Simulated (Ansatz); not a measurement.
**Mg3Sb2: the cell at several levels of theory**

An exercise on one series of results from a longer session: the logs are not shown, and one member is left open.

Code: Ansatz 0.2.0. PAW datasets, plane waves, zero pressure. (Simulation; spin polarisation is off.)

### The structure to begin with

It is trigonal, P-3m1 (No. 164); a = 4.582 Å, c = 7.244 Å in the conventional setting, 26.34 Å³ an atom. Near Mg stand 4 Sb at 2.82–2.86 Å; near Mg stand 6 Sb at 3.15 Å; near Sb stand 7 Mg at 2.82–3.15 Å.

The structure in full:

```cif
data_structure
_symmetry_space_group_name_H-M 'P-3m1'
_symmetry_Int_Tables_number 164
_cell_length_a 4.5820
_cell_length_b 4.5820
_cell_length_c 7.2440
_cell_angle_alpha 90.000
_cell_angle_beta 90.000
_cell_angle_gamma 120.000
_cell_volume 131.71
loop_
_atom_site_label
_atom_site_type_symbol
_atom_site_symmetry_multiplicity
_atom_site_Wyckoff_symbol
_atom_site_fract_x
_atom_site_fract_y
_atom_site_fract_z
_atom_site_occupancy
Mg1 Mg 2 d 0.33333 0.66667 0.63000 1
Mg2 Mg 1 a 0.00000 0.00000 0.00000 1
Sb1 Sb 2 d 0.33333 0.66667 0.23500 1
```

The first run:

The input, input.yaml:

```yaml
crystal:
  lattice:
    - [4.582, 0.0, 0.0]
    - [-2.291, 3.9681284001, 0.0]
    - [0.0, 0.0, 7.244]
  atoms:
    - { symbol: Mg, position: [0.3333333333, 0.6666666667, 0.63] }
    - { symbol: Mg, position: [0.6666666667, 0.3333333333, 0.37] }
    - { symbol: Mg, position: [0.0, 0.0, 0.0] }
    - { symbol: Sb, position: [0.3333333333, 0.6666666667, 0.235] }
    - { symbol: Sb, position: [0.6666666667, 0.3333333333, 0.765] }
kpoints:
  mp_grid: { grid: [6, 6, 4] }
hamiltonian:
  xc: pbe
scf:
  occupations: { method: fermi_dirac, width: 0.02 }
relax:
  f_tol: 0.005
  cell: {}
```

Launch:

```
$ ansatz run input.yaml --threads 4 --pin off --max-ram 9216MiB --backend cpu --events-out ev --progress --plain --runs-dir out
```

Steps of the session up to this table: PBE: cell and atoms; Relaxation with r2SCAN; Relaxing with PBEsol; Relaxation with LDA.

One table of the session follows, with a row left open; its other results are not shown here.

```
 level  a (Å)  c (Å)  volume (Å³/atom)
   PBE  4.598  7.263            26.599
r2SCAN  4.570  7.240            26.186
PBEsol      ?      ?                 ?
   LDA  4.502  7.107            24.949
```

Estimate the missing values for PBEsol.

As computed: a (Å): 4.554; c (Å): 7.171; volume (Å³/atom): 25.762. In the column «a (Å)» it lies between LDA (4.502) and r2SCAN (4.570).
